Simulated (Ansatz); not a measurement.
# Equation of state of CuI from a dense series

```yaml
crystal:
  lattice:
    - [3.73317, -3.71109, 0.00000]
    - [3.73317, 3.71109, 0.00000]
    - [0.00000, 0.00000, 4.30700]
  atoms:
    - { symbol: Cu, position: [0.42044, 0.57956, 0.75000] }
    - { symbol: Cu, position: [0.57956, 0.42044, 0.25000] }
    - { symbol: I, position: [0.77004, 0.22996, 0.75000] }
    - { symbol: I, position: [0.22996, 0.77004, 0.25000] }
```

Atom numbers follow the list: Cu1, Cu2, I3, I4.

Conventional cell: a = 7.466 Å, b = 7.422 Å, c = 4.307 Å, α = 90.00°, β = 90.00°, γ = 90.00°. Cu (atom 1) has 2 Cu at 2.46 Å and 3 I at 2.58 to 2.59 Å as nearest neighbours. Around I (atom 3) lie 3 Cu at 2.58 to 2.59 Å.

Structure from Materials Project entry mp-1007922 (possibly hypothetical), not relaxed further.

No spin–orbit coupling, which matters for the heavy atoms here.

Method: DFT, PBE, all-electron LAPW, scalar-relativistic in Ansatz 0.2.0.

Sampling and basis: a Γ-centred 5×5×6 k mesh, Fermi–Dirac smearing of 0.02 eV, basis error target 0.5 meV/atom, no spin polarisation.

The cell is scaled evenly. Fractional coordinates are held (clamped ions).

| V (Å³/atom) | P (GPa) |
| --- | --- |
| 28.045 | 4.36 |
| 29.238 | 2.24 |
| 29.536 | 1.78 |
| 29.835 | 1.35 |
| 30.133 | 0.94 |
| 30.432 | 0.56 |
| 31.028 | -0.15 |
| 31.625 | -0.77 |

Problem. Fit a third-order Birch–Murnaghan curve to the pressures.

Solution. P = (3B0/2)(y^(7/2) − y^(5/2))[1 + (3/4)(B0′ − 4)(y − 1)] with y = (V0/V)^(2/3) fits within 0.01 GPa for V0 = 30.899 Å³/atom, B0 = 35.3 GPa and B0′ = 5.02.

Problem. Predict the pressure at the withheld volume, 28.641 Å³/atom.

Solution. There y = 1.0519, so the fit gives 3.24 GPa; the run gave 3.23 GPa.
